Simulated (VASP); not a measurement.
Runs of VASP 6.6.1 on Cs. It takes space group Fm-3m (No. 225, cubic). The conventional cell has a = 7.897 Å, b = 7.897 Å, c = 7.897 Å, α = 90.00°, β = 90.00°, γ = 90.00°. This isn't the form of Cs at room conditions, which is bcc.

```tsv
task	level	potentials or basis	cell	smearing	monkhorst-Pack mesh	other keys	gap on the mesh (eV)	pressure (GPa)
single point	PBE	VASP PAW PBE potentials, release 64 (Cs_sv)	as given	fermi-dirac 0.05 eV	-	-	none	-0.1
single point	PBE	VASP PAW PBE potentials, release 64 (Cs_sv)	cell strained at random at fixed volume	fermi-dirac 0.05 eV	-	-	none	-0.1
single point	PBEsol	VASP PAW PBE potentials, release 64 (Cs_sv)	as given	gaussian 0.1 eV	-	-	none	-0.2
density of states	TB-mBJ	VASP PAW PBE potentials, release 64 (Cs_sv)	as given	tetrahedron	-	-	none	-
electron localisation function	PBE+ULG	VASP PAW PBE potentials, release 64 (Cs_sv)	cell strained at random at fixed volume	methfessel-paxton 0.2 eV	yes	shifted = yes; EDIFF = 1e-08	-	-0.1
density of states	optB88-vdW	VASP PAW PBE potentials, release 54 (Cs_sv)	as given	methfessel-paxton 0.1 eV	-	-	none	(a)
```

Alike in all rows: no spin polarisation; k mesh 6 × 6 × 6; cutoff (eV) 520.

Task: Estimate the missing entries.

Result: (a) -0.3.

Caveats: the PAW data sets were made with another functional, which shifts forces and pressure a little (some runs); tetrahedron occupations give inexact forces and stress in metals (some runs); atom-pairwise D2, TS and ULG terms overbind metals (some runs); pairwise dispersion overbinds metals, which lowers pressure and volume (some runs).

A k mesh can miss the band edges, and the runs leave out spin-orbit coupling on Cs.

A gap of «none» marks a metal or a gap under the smearing width.
